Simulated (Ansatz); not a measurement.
# Generalised stacking fault on (110) of BePd (80 atoms): repeated cells from small to large

Aim: repeat one cell of generalised stacking fault on (110) of BePd (80 atoms) to ever larger supercells at Γ and follow error, time and memory.

Method: Kohn-Sham DFT, RPBE, PAW (set soft_2), plane waves, in Ansatz 0.2.0.

## (1) Set-up

The cell holds 80 atoms: 40 Be and 40 Pd. Its edges and angles: a = 5.626 Å, b = 7.956 Å, c = 19.896 Å, α = 90.0°, β = 88.6°, γ = 90.0°. It derives from BePd (CsCl-type). CsCl-type BePd (a = 2.813 Å), cell with z along [110], 2 x 2 x 5 periods; the third cell vector is tilted by 0.167 of [001] and lengthened by 0 Å, so the cell holds one fault; displaced by a Gaussian of 0.01 Å.

Limits known from the start: The cell is under 6 Å thick along one periodic direction, so every atom has periodic images of itself close by, which move with it and show among its neighbours and in g(r). The host structure and its lattice constant were typed by rule, without a check against the phase diagram.

## (2) Plane waves, typed cell on a dense mesh

The typed cell on a k-mesh is the yardstick: it samples like Γ on the cell repeated as often as the mesh has points along each axis. Its own convergence isn't tested.

The input, input.yaml:

```yaml
crystal:
  lattice:
    - [5.626, 0.0, 0.0]
    - [0.0, 7.95637, 0.0]
    - [0.46881, 0.0, 19.89091]
  atoms:
    - { symbol: Be, position: [0.91871, 0.00027, 0.99902] }
    - { symbol: Pd, position: [0.24191, 0.99952, 0.09869] }
    - { symbol: Be, position: [0.41558, 0.99772, 0.00056] }
    - { symbol: Pd, position: [0.74109, 0.99882, 0.0999] }
    - { symbol: Be, position: [0.91389, 0.50274, 0.99906] }
    - { symbol: Pd, position: [0.24086, 0.5016, 0.099] }
    - { symbol: Be, position: [0.41819, 0.4996, 0.99955] }
    - { symbol: Pd, position: [0.74164, 0.50184, 0.09976] }
    - { symbol: Be, position: [0.98738, 0.24887, 0.09917] }
    - { symbol: Pd, position: [0.23156, 0.24839, 0.19966] }
    - { symbol: Be, position: [0.4897, 0.24766, 0.10009] }
    - { symbol: Pd, position: [0.73276, 0.25202, 0.19958] }
    - { symbol: Be, position: [0.98385, 0.99955, 0.19892] }
    - { symbol: Pd, position: [0.22374, 0.00195, 0.29996] }
    - { symbol: Be, position: [0.48123, 0.99874, 0.19967] }
    - { symbol: Pd, position: [0.72454, 0.99863, 0.29885] }
    - { symbol: Be, position: [0.992, 0.75026, 0.09987] }
    - { symbol: Pd, position: [0.23408, 0.74929, 0.19993] }
    - { symbol: Be, position: [0.49128, 0.74924, 0.0994] }
    - { symbol: Pd, position: [0.73335, 0.74921, 0.19987] }
    - { symbol: Be, position: [0.9843, 0.49986, 0.19955] }
    - { symbol: Pd, position: [0.2225, 0.50009, 0.29973] }
    - { symbol: Be, position: [0.48441, 0.4995, 0.19923] }
    - { symbol: Pd, position: [0.72266, 0.49756, 0.2991] }
    - { symbol: Be, position: [0.97523, 0.2509, 0.29945] }
    - { symbol: Pd, position: [0.21695, 0.25171, 0.39936] }
    - { symbol: Be, position: [0.47494, 0.24974, 0.30036] }
    - { symbol: Pd, position: [0.71862, 0.25026, 0.3997] }
    - { symbol: Be, position: [0.96726, 0.99953, 0.39973] }
    - { symbol: Pd, position: [0.20897, 0.99969, 0.49944] }
    - { symbol: Be, position: [0.46807, 0.9998, 0.40005] }
    - { symbol: Pd, position: [0.70653, 0.99948, 0.49976] }
    - { symbol: Be, position: [0.97367, 0.74866, 0.29972] }
    - { symbol: Pd, position: [0.21958, 0.75219, 0.39898] }
    - { symbol: Be, position: [0.47874, 0.75156, 0.29976] }
    - { symbol: Pd, position: [0.71914, 0.74824, 0.39979] }
    - { symbol: Be, position: [0.96628, 0.50156, 0.39921] }
    - { symbol: Pd, position: [0.20713, 0.49955, 0.49931] }
    - { symbol: Be, position: [0.4693, 0.49991, 0.3998] }
    - { symbol: Pd, position: [0.70696, 0.50109, 0.49894] }
    - { symbol: Be, position: [0.95923, 0.24976, 0.49933] }
    - { symbol: Pd, position: [0.19953, 0.24995, 0.59953] }
    - { symbol: Be, position: [0.45459, 0.24911, 0.50015] }
    - { symbol: Pd, position: [0.69972, 0.25142, 0.59941] }
    - { symbol: Be, position: [0.95037, 0.00021, 0.59872] }
    - { symbol: Pd, position: [0.19171, 0.99969, 0.69931] }
    - { symbol: Be, position: [0.44962, 0.00073, 0.59911] }
    - { symbol: Pd, position: [0.69162, 0.00035, 0.70007] }
    - { symbol: Be, position: [0.95908, 0.75073, 0.49963] }
    - { symbol: Pd, position: [0.20031, 0.7509, 0.59949] }
    - { symbol: Be, position: [0.45905, 0.74847, 0.50024] }
    - { symbol: Pd, position: [0.69859, 0.75183, 0.59888] }
    - { symbol: Be, position: [0.94832, 0.49939, 0.59911] }
    - { symbol: Pd, position: [0.19212, 0.49957, 0.69905] }
    - { symbol: Be, position: [0.44867, 0.50152, 0.59953] }
    - { symbol: Pd, position: [0.69357, 0.50098, 0.69956] }
    - { symbol: Be, position: [0.94287, 0.25053, 0.70023] }
    - { symbol: Pd, position: [0.18341, 0.25085, 0.7988] }
    - { symbol: Be, position: [0.44164, 0.25239, 0.69968] }
    - { symbol: Pd, position: [0.68486, 0.24951, 0.80003] }
    - { symbol: Be, position: [0.93237, 0.00168, 0.79928] }
    - { symbol: Pd, position: [0.17603, 0.00013, 0.89897] }
    - { symbol: Be, position: [0.43091, 0.99838, 0.79997] }
    - { symbol: Pd, position: [0.67097, 0.99848, 0.89981] }
    - { symbol: Be, position: [0.94313, 0.7493, 0.6999] }
    - { symbol: Pd, position: [0.18361, 0.75012, 0.79935] }
    - { symbol: Be, position: [0.44234, 0.74919, 0.69851] }
    - { symbol: Pd, position: [0.68285, 0.7481, 0.79856] }
    - { symbol: Be, position: [0.93532, 0.49942, 0.79875] }
    - { symbol: Pd, position: [0.17668, 0.49958, 0.89919] }
    - { symbol: Be, position: [0.43067, 0.49778, 0.79971] }
    - { symbol: Pd, position: [0.67346, 0.50029, 0.89926] }
    - { symbol: Be, position: [0.92321, 0.24973, 0.89988] }
    - { symbol: Pd, position: [0.16538, 0.2494, 0.99905] }
    - { symbol: Be, position: [0.42544, 0.24971, 0.89931] }
    - { symbol: Pd, position: [0.66771, 0.24969, 0.99952] }
    - { symbol: Be, position: [0.92559, 0.75024, 0.89841] }
    - { symbol: Pd, position: [0.1676, 0.75022, 0.0001] }
    - { symbol: Be, position: [0.42835, 0.75146, 0.89852] }
    - { symbol: Pd, position: [0.66533, 0.74853, 0.99856] }
kpoints:
  mp_grid: { grid: [6, 5, 2] }
hamiltonian:
  xc: rpbe
scf:
  occupations: { method: fermi_dirac, width: 0.1 }
output:
  forces: true
  stress: true
  populations: true
  dos:
    method: { smearing: { sigma: 0.1 } }
    de: 0.1
    projected: { site_lists: { Be: [Be], Pd: [Pd] } }
  eigenvalues: true
```

Launch:

```console
ansatz run input.yaml --threads 32 --pin off --max-ram 143360MiB --backend cuda --events-out ev --progress --plain --runs-dir out
```

Numbers of over 12 decimals in the logs are rounded to 6 here.

Log:

```text
Engine: ansatz 0.2.0, aarch64-unknown-linux-gnu
Pseudopotentials: kind: paw
Pseudopotential: Be, paw, valence charge 2, recommended cutoff 420 eV (normal), Be.paw.azcp
Pseudopotential: Pd, paw, valence charge 18, recommended cutoff 420 eV (normal), Pd.paw.azcp
[... 5 lines on functional and potentials left out ...]
device memory: the entry about to start is reckoned to put 97.6 GiB on a device that reports 182.5 GiB free
GPU FFT provider: cuFFT
GPU libraries: cuBLAS 13.8.1, cuFFT 12.4.0, cuSOLVER 12.3.2
GPU matrix products: emulated (plane waves: as basis.precision tells), large ones in fixed point in workspaces of 1.00 GiB
Crystal: 80 atoms, lattice volume = 890.368 Å³
Basis set: ecut = 420 eV, 17393 PW (Γ), exchange–correlation on 80×108×270 points (8 copies of the dense FFT grid, shifted against one another)
Bands: 480, of which v1, the nominal top of the filled ones, is band 400 counted from 1 (399 counted from 0)
Symmetry: 1 space group operations
Space group: P1 (ITA 1), of the structure as read, at distance tolerance 9.6e-5 Å
k-points: 32 of 60 (time reversal used)
[... 7 lines on functional and potentials left out ...]
Initial density: superposition of atomic densities (neutral atoms: chi_scale 0, normalization atom), corrected by the library's trained network
Initial wavefunctions: pseudopotential atomic-orbital guess
GPU buffer pool allocated for 291600 grid points (all kernels)
GPU transforms: local potential and band sums: pruned to the plane-wave sphere, on 40×54×135
Functional: x = rpbe, c = pbe(β = 0.066725)
SCF iter   1: F=—  HF=-283014.077986 eV  |F-HF|=—  |Δ(HF+E_count)|=         —  Δρ=4.01e-3  dr2=9.75e-2  ethr=1.77e-3  ⟨swp⟩=5.5  Hψ=57098  notcnv=0  defer=420
preconditioner: auto → Kerker (q_TF=auto, 2.680 Å⁻¹)  [metal: Δε(μ)=0.005 eV  Ē_g=8.112 eV  σ=0.100 eV  W_gap=0.01  n_scr=286 (ndim 8)  ℏωp=27.3 eV  f_vac=0.000  D(μ)=29.37/eV (n_scr^D=214)]
SCF iter   2: F=—  HF=-283014.068361 eV  |F-HF|=—  |Δ(HF+E_count)|=   9.62e-3  Δρ=1.61e-3  dr2=1.25e-2  ethr=1.22e-5  ⟨swp⟩=2.2  Hψ=23597  notcnv=0  defer=556
SCF iter   3: F=—  HF=-283014.077107 eV  |F-HF|=—  |Δ(HF+E_count)|=   8.75e-3  Δρ=4.95e-4  dr2=1.88e-3  ethr=1.57e-6  ⟨swp⟩=2.4  Hψ=19210  notcnv=0  defer=556
SCF iter   4: F=—  HF=-283014.083926 eV  |F-HF|=—  |Δ(HF+E_count)|=   6.82e-3  Δρ=8.33e-5  dr2=1.66e-4  ethr=2.36e-7  ⟨swp⟩=1.5  Hψ=14071  notcnv=0  defer=556
SCF iter   5: F=—  HF=-283014.070856 eV  |F-HF|=—  |Δ(HF+E_count)|=   1.31e-2  Δρ=1.74e-5  dr2=1.08e-5  ethr=2.07e-8  ⟨swp⟩=2.4  Hψ=19685  notcnv=0  defer=556
SCF iter   6: F=—  HF=-283014.078150 eV  |F-HF|=—  |Δ(HF+E_count)|=   7.29e-3  Δρ=7.83e-6  dr2=2.04e-6  ethr=1.35e-9  ⟨swp⟩=2.1  Hψ=21756  notcnv=0  defer=556
SCF iter   7: F=-283014.078149 eV  HF=-283014.078149 eV  |F-HF|=8.39e-8  |Δ(HF+E_count)|=   1.49e-7  Δρ=2.78e-6  dr2=9.84e-8  ethr=1.25e-11  ⟨swp⟩=9.4  Hψ=70148  notcnv=0
SCF 1 converged in 7 iterations: F = -283014.078149 eV  dr2 = 9.84e-8
  greatest PAW one-centre occupation: 1.000 electrons in one spin orbital (limit 2), on the Pd atom at site 77 (counted from 0), in its partial waves of l = 0
SCF converged after 7 iterations
Free energy (F): -283014.078149 eV
Harris-Foulkes:  -283014.078149 eV  (|F-HF|=8.39e-8)
Internal energy: -283013.147937 eV  (E = F + TS)
E sigma→0 (E₀):  -283013.613043 eV
Entropy (-TS):   -0.930213 eV (-11.628 meV/atom)
Fermi energy:    17.026730 eV
--- Per-component energies (eV) ---
  E_band       = -7520.410884
  E_kinetic    = 21378.821166
  E_local      = -88186.304273  (includes V_loc(G=0)·N_el)
  E_nonlocal   = 8752.777894
  E_hartree    = 36533.527055
  E_xc         = -7587.236933
  E_vxc        = -9352.267083  (∫ρ·V_xc dr)
  E_paw        = -152708.716048  (= ΣΔE_a)
  E_vpaw       = -13180.511619  (= ΣTr[D̂ρ^β])
  E_aug_tail   = 0.008984  (compensation charges beyond the density's cutoff)
  E_ewald      = -101191.413489
  E_core_change = -4.612293  (= ΣΔE_core)
  E_smearing   = -0.930213  (= −TS)
  E_closure    = -0.000000  (closes the sum)
  Σ components = -283014.078149   (vs F -283014.078149, Δ=0.00e0)
--- Forces (eV/Å), atoms counted from 1 ---
[... 80 lines of forces left out ...]
  max |Σ_I F_I| component: 7.94e-6 eV/Å
--- Stress (GPa, compression-positive) ---
        7.022438       0.003933      -1.832408
        0.003933       7.001740       0.010521
       -1.832408       0.010521       8.458075
  P = ⅓ Tr σ = 7.4941 GPa (74.941 kbar)
--- Band table (eV; the first three rows and the last of 32) ---
--- Löwdin populations: 80 sites ---
  site symbol       q [e]
[... 80 lines, one an atom, left out ...]
  spilling = 0.049786 (of n_electrons = 800.000000)
```

Run time: 7.3 s. Hardware: 1 × NVIDIA GB200 with 32 threads of Arm Neoverse V2, shared host; peak memory 4.9 GiB.

That memory is the host's; the program planned up to 97.6 GiB on the GPU. Forces of this run were stored rounded, and per-atom blocks of the log weren't kept.

The run gave:

```
free energy                             : -283014.0781 eV
free energy per atom                    : -3537.6760 eV/atom
SCF cycles                              : 7
pressure                                : 7.494 GPa
r.m.s. force component                  : 0.1933 eV/Å
longest force                           : 1.041 eV/Å
Fermi energy                            : 17.03 eV
levels partly filled by over 2 per cent : 319
spilling of the projection              : 0.04979
```

The r.m.s. force component of 0.19 eV/Å sets the scale for the differences below.

## (3) Plane waves, 80 atoms

The typed cell is solved at Γ alone, the coarsest sampling of the series.

input.yaml, the sections that differ from step 2:

```yaml
kpoints:
  mp_grid: { grid: [1, 1, 1] }
output:
  forces: true
# crystal, hamiltonian, scf: as in step 2
```

Run time: 1.6 s. Hardware: 1 × NVIDIA GB200 with 32 threads; peak memory 1.3 GiB.

That memory is the host's; the program planned up to 3.4 GiB on the GPU.

It converged in 8 SCF cycles; the log is left out.

The energy lies 279 meV/atom above the dense-mesh reference.

## (4) Support functions, 80 atoms

The typed cell is solved at Γ alone, now in support functions.

This step: Kohn-Sham DFT, RPBE, PAW (set soft_2), localised support functions (medium) (Ansatz 0.2.0).

Changes to input.yaml since step 3:

```diff
@@ -13,2 +13,5 @@
   occupations: { method: fermi_dirac, width: 0.1 }
+  eigensolver: { kind: { support_functions: { accuracy: medium } } }
+  mixing: { beta: 0.4 }
+  max_iter: 150
 output:
```

It took 3.1 s on 1 × NVIDIA GB200 with 32 threads; peak memory 1.1 GiB; 9.9 s of CPU time.

That memory is the host's; the program planned up to 3.7 GiB on the GPU.

The program notes that the band table was not solved further than the SCF left it and it switched symmetry off.

It converged in 12 SCF cycles; the log is left out.

The energy lies 277 meV/atom above the dense-mesh reference, and 2.0 meV/atom below plane waves of the same size, an offset between the two bases that leaves the sampling error alike.

## (5) Plane waves, 480 atoms

The cell is repeated and solved at Γ in plane waves, whose cost grows towards the cube of the size.

This step: Kohn-Sham DFT, RPBE, PAW (set soft_2), plane waves (Ansatz 0.2.0).

input.yaml, the sections that differ from step 4:

```yaml
crystal:
  lattice:
    - [5.626, 0.0, 0.0]
    - [0.0, 7.95637, 0.0]
    - [0.46881, 0.0, 19.89091]
  atoms:
    [... the 80 atom lines of step 2 ...]
  supercell: [3, 2, 1]
scf:
  occupations: { method: fermi_dirac, width: 0.1 }
# kpoints, hamiltonian, output: as in step 4
```

It took 6.3 s on 1 × NVIDIA GB200 with 32 threads; peak memory 1.8 GiB; 13 s of CPU time.

That memory is the host's; the program planned up to 30.3 GiB on the GPU.

The program repeats the typed cell 3×2×1 times, 480 atoms in all; totals in the log are those of the whole repeated cell, and force differences are taken after averaging over the copies of each atom.

It converged in 8 SCF cycles; the log is left out.

The energy lies 6.66 meV/atom above the dense-mesh reference.

## (6) Support functions, 480 atoms

The repeated cell is solved at Γ in support functions.

This step: Kohn-Sham DFT, RPBE, PAW (set soft_2), localised support functions (medium) (Ansatz 0.2.0).

Changes to input.yaml since step 5:

```diff
@@ -14,2 +14,5 @@
   occupations: { method: fermi_dirac, width: 0.1 }
+  eigensolver: { kind: { support_functions: { accuracy: medium } } }
+  mixing: { beta: 0.4 }
+  max_iter: 150
 output:
```

Wall time 12 s (1 × NVIDIA GB200 with 32 threads); peak memory 1.9 GiB; 26 s of CPU time.

That memory is the host's; the program planned up to 14.4 GiB on the GPU.

The program repeats the typed cell 3×2×1 times, 480 atoms in all; totals in the log are those of the whole repeated cell, and force differences are taken after averaging over the copies of each atom.

It converged in 12 SCF cycles; the log is left out.

The energy lies 4.74 meV/atom above the dense-mesh reference, and 1.9 meV/atom below plane waves of the same size, an offset between the two bases that leaves the sampling error alike.

## (7) Plane waves, 960 atoms

The cell is repeated and solved at Γ in plane waves, whose cost grows towards the cube of the size.

This step: Kohn-Sham DFT, RPBE, PAW (set soft_2), plane waves (Ansatz 0.2.0).

input.yaml, the sections that differ from step 6:

```yaml
crystal:
  lattice:
    - [5.626, 0.0, 0.0]
    - [0.0, 7.95637, 0.0]
    - [0.46881, 0.0, 19.89091]
  atoms:
    [... the 80 atom lines of step 2 ...]
  supercell: [4, 3, 1]
scf:
  occupations: { method: fermi_dirac, width: 0.1 }
# kpoints, hamiltonian, output: as in step 6
```

Log:

```text
[...]
GPU FFT provider: cuFFT
GPU libraries: cuBLAS 13.8.1, cuFFT 12.4.0, cuSOLVER 12.3.2
[...]
Crystal: 960 atoms, lattice volume = 10684.411 Å³
Basis set: ecut = 420 eV, 208839 PW (Γ), exchange–correlation on 320×320×270 points (8 copies of the dense FFT grid, shifted against one another)
Bands: 5760, of which v1, the nominal top of the filled ones, is band 4800 counted from 1 (4799 counted from 0)
Symmetry: 12 space group operations
[...]
k-points: 1
[...]
GPU buffer pool allocated for 3456000 grid points (all kernels)
[...]
GPU projectors: on the FFT box's points about the atoms, with room for 6186720 of them (16 bands a pass); a geometry past the room, sums that fail their trial, or a want of GPU memory keeps the tables, and a block in half precision can take them where they are the faster
[...]
SCF iter   1: F=—  HF=-3396169.166654 eV  |F-HF|=—  |Δ(HF+E_count)|=         —  Δρ=3.48e-3  dr2=8.86e-1  ethr=1.77e-3  ⟨swp⟩=4.0  Hψ=20650  notcnv=0  defer=256
[...]
SCF iter   7: F=—  HF=-3396169.321334 eV  |F-HF|=—  |Δ(HF+E_count)|=   1.63e-6  Δρ=5.06e-6  dr2=4.22e-6  ethr=4.20e-10  ⟨swp⟩=2.0  Hψ=7500  notcnv=0  defer=333
SCF iter   8: F=-3396169.321333 eV  HF=-3396169.321333 eV  |F-HF|=4.80e-8  |Δ(HF+E_count)|=   4.77e-7  Δρ=1.02e-6  dr2=9.14e-8  ethr=1.04e-11  ⟨swp⟩=2.0  Hψ=10611  notcnv=0
SCF 1 converged in 8 iterations: F = -3396169.321333 eV  dr2 = 9.14e-8
[...]
SCF converged after 8 iterations
Free energy (F): -3396169.321333 eV
[...]
Internal energy: -3396157.023488 eV  (E = F + TS)
E sigma→0 (E₀):  -3396163.172411 eV
Entropy (-TS):   -12.297845 eV (-12.810 meV/atom)
Fermi energy:    17.000256 eV
[...]
Σ components = -3396169.321333   (vs F -3396169.321333, Δ=0.00e0)
--- Forces (eV/Å), atoms counted from 1 ---
  atom   1  Be     0.44155639    -0.03895010    -0.50252659
  atom   2  Pd    -0.58999944     0.02735510     0.59190625
  atom   3  Be     0.63468151     0.10637235    -0.82709099
  atom   4  Pd    -0.43090560     0.00072711     0.17120555
  atom   5  Be     0.58846959    -0.12809856    -0.58476183
  atom   6  Pd    -0.44158863    -0.23179099     0.40070141
  [... forces on the other 954 atoms ...]
  max |Σ_I F_I| component: 4.68e-4 eV/Å
```

Wall time 20 s (1 × NVIDIA GB200 with 32 threads); peak memory 3.2 GiB.

That memory is the host's; the program planned up to 110 GiB on the GPU.

The program repeats the typed cell 4×3×1 times, 960 atoms in all; totals in the log are those of the whole repeated cell, and force differences are taken after averaging over the copies of each atom.

The energy lies 0.400 meV/atom below the dense-mesh reference.

(Part 1 of 2 ends here.)

[Logs are printed without paths, hosts, clocks, repeated set-up lines and the standing remarks that a program may print on its own settings, such as how far it seeks lower states.]

[Hosts, paths, dates, database ids (printed as entryN), source tags and the programs' standing remarks are cut or masked in the printed files.]
